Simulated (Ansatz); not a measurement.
**InP: equation of state with LDA**

**The experiment to reproduce.**

From a printed reference work, data compilation, for a bulk crystal of InP: bulk modulus 71 GPa.

The system is InP.

```
CELL_PARAMETERS angstrom
0.00000 2.93050 2.93050
2.93050 0.00000 2.93050
2.93050 2.93050 0.00000
ATOMIC_POSITIONS crystal
In 0.00000 0.00000 0.00000
P 0.75000 0.75000 0.75000
```

```json
{"Program": "Ansatz 0.2.0", "Task": "equation of state", "Functional": "LDA", "Potentials or basis": "Ansatz PAW", "Cutoff": "420 eV", "Density cutoff": "1680 eV", "k mesh": "8 × 8 × 8", "Occupations": "fermi-dirac, width 0.05 eV", "Spin": "spin-orbit coupling, no magnetisation"}
```

- Equilibrium volume: 24.70 Å³/atom
- Bulk modulus: 71 GPa
- Pressure derivative of the bulk modulus: 4.7

Energy against volume, from the lowest point:
```csv
volume (Å³/atom),energy (meV/atom)
23.657,10.64
24.160,2.72
24.663,0.00
25.167,1.89
25.670,7.89
26.173,17.55
26.677,30.46
```

All runs of the series together: 79 s on 2 threads of Intel(R) Xeon(R) Processor @ 2.50GHz (Skylake/Cascade Lake), on a shared host.

A measured bulk modulus of InP is 71 GPa (a printed reference work, data compilation); the calculated 71 GPa misses it by +0.6 %. The fit is for a static lattice scaled at fixed shape and fixed fractional positions.

LDA usually gives volumes a few per cent too small.
